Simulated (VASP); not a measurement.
# GaCuSe2 (P4/mmm) in VASP: single point with r2SCAN

Aim: the single point of GaCuSe2 with r2SCAN.

All numbers are computed with VASP 6.6.1; they aren't measurements. Logs are shortened: lines on timing, memory, paths and dates and some standing lists are left out, and cuts for length are marked.

## 1. The structure

Symmetry: P4/mmm, No. 123, tetragonal system. Conventional cell: a = 3.730 Å, b = 3.730 Å, c = 5.255 Å, α = 90.00°, β = 90.00°, γ = 90.00°. Around Cu (site symmetry 4/mmm) lie 6 Se at 2.63 to 2.64 Å. Se (site symmetry 4/mmm) has 2 Cu at 2.63 Å and 4 Ga at 2.64 Å as nearest neighbours. Se (site symmetry 4/mmm) is surrounded by 2 Ga at 2.63 Å and 4 Cu at 2.64 Å. Ga (site symmetry 4/mmm) is surrounded by 6 Se at 2.63 to 2.64 Å.

The cell was built by a generator and needn't be a form met in nature.

## 2. Single point, r2SCAN

Input file POSCAR:

```
GaCuSe2
1.0
    3.7295628207      0.0000000000      0.0000000000
    0.0000000000      3.7295628207      0.0000000000
    0.0000000000      0.0000000000      5.2545477339
Cu Se Ga
1 2 1
Direct
    0.0000000000      0.0000000000      0.0000000000
    0.0000000000      0.0000000000      0.5000000000
    0.5000000000      0.5000000000      0.0000000000
    0.5000000000      0.5000000000      0.5000000000
```

Input file INCAR.step1:

```
SYSTEM = GaCuSe2
ALGO = Normal
EDIFF = 1E-4
ENCUT = 520
GGA = PE
ISMEAR = -1
LASPH = .TRUE.
LCHARG = .FALSE.
LREAL = .FALSE.
LWAVE = .TRUE.
NBANDS = 26
NELM = 100
PREC = Accurate
SIGMA = 0.02
```

Input file INCAR.step2:

```
SYSTEM = GaCuSe2
ALGO = Normal
EDIFF = 1E-7
ENCUT = 520
ISIF = 2
ISMEAR = -1
ISTART = 1
LASPH = .TRUE.
LCHARG = .FALSE.
LMIXTAU = .TRUE.
LREAL = .FALSE.
LWAVE = .FALSE.
METAGGA = R2SCAN
NBANDS = 26
NELM = 100
PREC = Accurate
SIGMA = 0.02
```

Input file KPOINTS:

```
k-points
0
G
  8 8 6
  0 0 0
```

Potentials or basis: VASP PAW PBE potentials, release 64 (Cu, Se, Ga_d).

Started as:

```bash
> cat potpaw_PBE.64/Cu/POTCAR potpaw_PBE.64/Se/POTCAR potpaw_PBE.64/Ga_d/POTCAR > POTCAR
> cp INCAR.step1 INCAR
> mpirun -np 1 vasp_std > vasp.out
> cp INCAR.step2 INCAR
> mpirun -np 1 vasp_std > vasp.out
```

OUTCAR:

```text
SYSTEM = GaCuSe2
   EDIFF = 1E-7
   ENCUT = 520
   ISIF = 2
   ISMEAR = -1
   ISTART = 1
   LASPH = .TRUE.
   LREAL = .FALSE.
   METAGGA = R2SCAN
   NELM = 100
   PREC = Accurate

 ion  position               nearest neighbor table
   1  0.000  0.000  0.000-   2 2.63   2 2.63   3 2.64   3 2.64   3 2.64   3 2.64
   2  0.000  0.000  0.500-   1 2.63   1 2.63   4 2.64   4 2.64   4 2.64   4 2.64
   3  0.500  0.500  0.000-   4 2.63   4 2.63   1 2.64   1 2.64   1 2.64   1 2.64
   4  0.500  0.500  0.500-   3 2.63   3 2.63   2 2.64   2 2.64   2 2.64   2 2.64

  LATTYP: Found a simple tetragonal cell.
 ALAT       =     3.7295628207
 C/A-ratio  =     1.4088910649

  Lattice vectors:

 A1 = (   3.7295628207,   0.0000000000,   0.0000000000)
 A2 = (   0.0000000000,   3.7295628207,   0.0000000000)
 A3 = (   0.0000000000,   0.0000000000,   5.2545477339)

Analysis of symmetry for initial positions (statically):
=====================================================================
 Subroutine PRICEL returns:
 Original cell was already a primitive cell.

 Routine SETGRP: Setting up the symmetry group for a
 simple tetragonal supercell.

 Subroutine GETGRP returns: Found 16 space group operations
 (whereof 16 operations were pure point group operations)
 out of a pool of 16 trial point group operations.

The static configuration has the point symmetry D_4h.

Analysis of symmetry for dynamics (positions and initial velocities):
=====================================================================
 Subroutine PRICEL returns:
 Original cell was already a primitive cell.

 Routine SETGRP: Setting up the symmetry group for a
 simple tetragonal supercell.

 Subroutine GETGRP returns: Found 16 space group operations
 (whereof 16 operations were pure point group operations)
 out of a pool of 16 trial point group operations.

The dynamic configuration has the point symmetry D_4h.

 Subroutine INISYM returns: Found 16 space group operations
 (whereof 16 operations are pure point group operations),
 and found     1 'primitive' translations

----------------------------------------------------------------------------------------

                                     Primitive cell

  volume of cell :      73.0889

  direct lattice vectors                    reciprocal lattice vectors
     3.729562821  0.000000000  0.000000000     0.268127941  0.000000000  0.000000000
     0.000000000  3.729562821  0.000000000     0.000000000  0.268127941  0.000000000
     0.000000000  0.000000000  5.254547734     0.000000000  0.000000000  0.190311336

  length of vectors
     3.729562821  3.729562821  5.254547734     0.268127941  0.268127941  0.190311336

  position of ions in fractional coordinates (direct lattice)
     0.000000000  0.000000000  0.000000000
     0.000000000  0.000000000  0.500000000
     0.500000000  0.500000000  0.000000000
     0.500000000  0.500000000  0.500000000

  ion indices of the primitive-cell ions
   primitive index   ion index
                 1           1
                 2           2
                 3           3
                 4           4

----------------------------------------------------------------------------------------

 KPOINTS: k-points

Automatic generation of k-mesh.
 Grid dimensions read from file:
 generate k-points for:    8    8    6

 Generating k-lattice:

  Cartesian coordinates                     Fractional coordinates (reciprocal lattice)
     0.033515993  0.000000000  0.000000000     0.125000000  0.000000000  0.000000000
     0.000000000  0.033515993  0.000000000     0.000000000  0.125000000  0.000000000
     0.000000000  0.000000000  0.031718556     0.000000000  0.000000000  0.166666667

  Length of vectors
     0.033515993  0.033515993  0.031718556

  Shift w.r.t. Gamma in fractional coordinates (k-lattice)
     0.000000000  0.000000000  0.000000000

 Subroutine IBZKPT returns following result:
 ===========================================

 Found     60 irreducible k-points:

 Following reciprocal coordinates:
            Coordinates               Weight
  0.000000  0.000000  0.000000      1.000000
  0.125000  0.000000  0.000000      4.000000
  0.250000  0.000000  0.000000      4.000000
  0.375000  0.000000  0.000000      4.000000
  0.500000  0.000000  0.000000      2.000000
  0.125000  0.125000  0.000000      4.000000
[... 16 lines left out ...]
  0.375000  0.125000  0.166667     16.000000
  0.500000  0.125000  0.166667      8.000000
 [... further k-points ...]
   k-points           NKPTS =     60   k-points in BZ     NKDIM =     60   number of bands    NBANDS=     26
   number of dos      NEDOS =    301   number of ions     NIONS =      4
   total plane-waves  NPLWV =  31360
   dimension x,y,z NGX =    28 NGY =   28 NGZ =   40
   dimension x,y,z NGXF=    56 NGYF=   56 NGZF=   80
   ions per type =               1   2   1
   NGX,Y,Z   is equivalent  to a cutoff of  12.48, 12.48, 12.66 a.u.
   NGXF,Y,Z  is equivalent  to a cutoff of  24.96, 24.96, 25.31 a.u.
 SYSTEM =  GaCuSe2
   PREC   = accura    normal or accurate (medium, high low for compatibility)
   ISTART =      1    job   : 0-new  1-cont  2-samecut
   ICHARG =      0    charge: 1-file 2-atom 10-const
   ISPIN  =      1    spin polarized calculation?
   LNONCOLLINEAR =      F non collinear calculations
   LSORBIT =      F    spin-orbit coupling
   LASPH  =      T    aspherical Exc in radial PAW
   ENCUT  =  520.0 eV  38.22 Ry    6.18 a.u.   6.93  6.93  9.77*2*pi/ulx,y,z
   NELM   =    100;   NELMIN=  2; NELMDL=  0     # of ELM steps
   EDIFF  = 0.1E-06   stopping-criterion for ELM
   LREAL  =      F    real-space projection
   EDIFFG = 0.1E-05   stopping-criterion for IOM
   NSW    =      0    number of steps for IOM
   IBRION =     -1    ionic relax: 0-MD 1-quasi-New 2-CG
   NFREE  =      0    steps in history (QN), initial steepest desc. (CG)
   ISIF   =      2    stress and relaxation
   ISYM   =      2    0-nonsym 1-usesym 2-fastsym
   POTIM  = 0.5000    time-step for ionic-motion
   TEBEG  =    0.0;   TEEND  =   0.0 temperature during run
   PSTRESS=    0.0 pullay stress
   NELECT =      36.0000    total number of electrons
   NUPDOWN=      -1.0000    fix difference up-down
   EMIN   =  10.00;   EMAX   =-10.00  energy-range for DOS
   EFERMI =   0.00;   METHOD = LEGACY
   ISMEAR =    -1;   SIGMA  =   0.02  broadening in eV -4-tet -1-fermi 0-gaus
   EFERMI_NEDOS =   21; number of points for ismear=-14 and -15
   IALGO  =     38    algorithm
   IMIX   =      4    mixing-type and parameters
     AMIX     =   0.40;   BMIX     =  1.00
     AMIX_MAG =   1.60;   BMIX_MAG =  1.00
  volume/ion in A,a.u.               =      18.27       123.31
  Fermi-wavevector in a.u.,A,eV,Ry     =   1.292881  2.443191 22.742705  1.671542
  Thomas-Fermi vector in A             =   2.424561
   LORBIT       =      0    0 simple, 1 ext, 2 COOP (PROOUT), +10 PAW based schemes
   METAGGA = R2SCAN    functional components
   LHFCALC =     F    Hartree Fock is set to
   AEXX    =    0.0000 exact exchange contribution
   IVDW    =     0    specifies the selected vdW correction
   LEPSILON=     F    determine dielectric tensor
   LRPA    =     F    only Hartree local field effects (RPA)
 non-spin polarized calculation
  energy-cutoff  :      520.00
  volume of cell :       73.09
 maximum number of plane-waves:      1986
 NGX is ok and might be reduce to    28
   NGX = 13   NGY = 13   NGZ = 19

 number of electron      36.0000017 magnetization

 Free energy of the ion-electron system (eV)
  ---------------------------------------------------
  ext. energy  EPLUGINS =         0.00000000
  ---------------------------------------------------
  free energy    TOTEN  =       -52.03852152 eV

  energy without entropy =      -52.03479425  energy(sigma->0) =      -52.03665788

 E-fermi :   5.4230     XC(G=0): -11.4293

 val. band max:        5.4074762895   @ k =   0.3750   0.0000   0.3333
 cond. band min:       5.4242280617   @ k =   0.3750   0.1250   0.3333
 fundamental gap:      0.0167517722
 Fermi energy:         5.4229916549

 k-point     1 :       0.0000    0.0000    0.0000
  band No.  band energies     occupation
      1     -10.5240      2.00000
      2     -10.2795      2.00000
      3     -10.2736      2.00000
      4     -10.2177      2.00000
      5     -10.2177      2.00000
      6     -10.0681      2.00000
[... 18 lines left out ...]
     25      14.1233      0.00000
     26      14.2937      0.00000

 k-point     2 :       0.1250    0.0000    0.0000
  band No.  band energies     occupation
      1     -10.4978      2.00000
      2     -10.2865      2.00000
      3     -10.2695      2.00000
      4     -10.2206      2.00000
      5     -10.2175      2.00000
      6      -9.9611      2.00000
[... 18 lines left out ...]
     25      14.0505      0.00000
     26      14.8589      0.00000

 k-point     3 :       0.2500    0.0000    0.0000
  band No.  band energies     occupation
      1     -10.4513      2.00000
      2     -10.3033      2.00000
      3     -10.2599      2.00000
      4     -10.2273      2.00000
      5     -10.2168      2.00000
      6      -9.6317      2.00000
[... 18 lines left out ...]
     25      14.4679      0.00000
     26      14.8662      0.00000

 k-point     4 :       0.3750    0.0000    0.0000
  band No.  band energies     occupation
      1     -10.4173      2.00000
      2     -10.3199      2.00000
      3     -10.2501      2.00000
      4     -10.2340      2.00000
      5     -10.2161      2.00000
      6      -9.1282      2.00000
[... 18 lines left out ...]
     25      13.3730      0.00000
     26      14.1964      0.00000
[... 496 lines left out ...]
      1     -10.4352      2.00000
      2     -10.3340      2.00000
      3     -10.2548      2.00000
      4     -10.2276      2.00000
      5     -10.2197      2.00000
      6      -9.4028      2.00000
[... 18 lines left out ...]
     25      13.0238      0.00000
     26      14.2383      0.00000

 k-point    23 :       0.3750    0.1250    0.1667
  band No.  band energies     occupation
      1     -10.4028      2.00000
      2     -10.3619      2.00000
      3     -10.2441      2.00000
      4     -10.2341      2.00000
      5     -10.2189      2.00000
      6      -8.9231      2.00000
[... 18 lines left out ...]
     25      13.8252      0.00000
     26      14.0815      0.00000

 k-point    24 :       0.5000    0.1250    0.1667
  band No.  band energies     occupation
      1     -10.3844      2.00000
      2     -10.3791      2.00000
      3     -10.2395      2.00000
      4     -10.2368      2.00000
      5     -10.2185      2.00000
      6      -8.5546      2.00000
[... 18 lines left out ...]
     25      13.3150      0.00000
     26      14.4042      0.00000

 [... further k-points ...]

------------------------ aborting loop because EDIFF is reached ----------------------------------------

  FORCE on cell =-STRESS in cart. coord.  units (eV):
  Direction    XX          YY          ZZ          XY          YZ          ZX
  --------------------------------------------------------------------------------------
  -------------------------------------------------------------------------------------
  Total        0.1812038      0.1812038     -0.1372188      0.0000000     -0.0000000      0.0000000
  in kB        3.9721592      3.9721592     -3.0079664      0.0000000     -0.0000000      0.0000000
  external PRESSURE =       1.6454507 kB  Pullay stress =       0.0000000 kB

 VOLUME and BASIS-vectors are now :
 -----------------------------------------------------------------------------
  energy-cutoff  :      520.00
  volume of cell :       73.09
      direct lattice vectors                 reciprocal lattice vectors
     3.729562821  0.000000000  0.000000000     0.268127941  0.000000000  0.000000000
     0.000000000  3.729562821  0.000000000     0.000000000  0.268127941  0.000000000
     0.000000000  0.000000000  5.254547734     0.000000000  0.000000000  0.190311336

 POSITION                                       TOTAL-FORCE (eV/Angst)
 -----------------------------------------------------------------------------------
      0.00000      0.00000      0.00000         0.000000      0.000000      0.000000
      0.00000      0.00000      2.62727         0.000000      0.000000      0.000000
      1.86478      1.86478      0.00000         0.000000      0.000000      0.000000
      1.86478      1.86478      2.62727         0.000000      0.000000      0.000000
 -----------------------------------------------------------------------------------
    total drift:                                0.000000      0.000000      0.000000

  FREE ENERGIE OF THE ION-ELECTRON SYSTEM (eV)
  ---------------------------------------------------
  free  energy   TOTEN  =       -52.0385215180 eV

  energy  without entropy=      -52.0347942487  energy(sigma->0) =      -52.03665788
```

Run time: 3.9 min. Hardware: 1 thread of AMD EPYC 9R45 (Zen 5), shared host; peak memory 0.23 GiB.

What came out:

```
Free energy            : -52.0385 eV
Pressure               : 0.2 GPa
Band gap on the k mesh : none (metal or under the smearing width)
```

Caveat: the PAW data sets were made with another functional, which shifts forces and pressure a little; the run has no spin polarisation, though such a crystal can be magnetic.
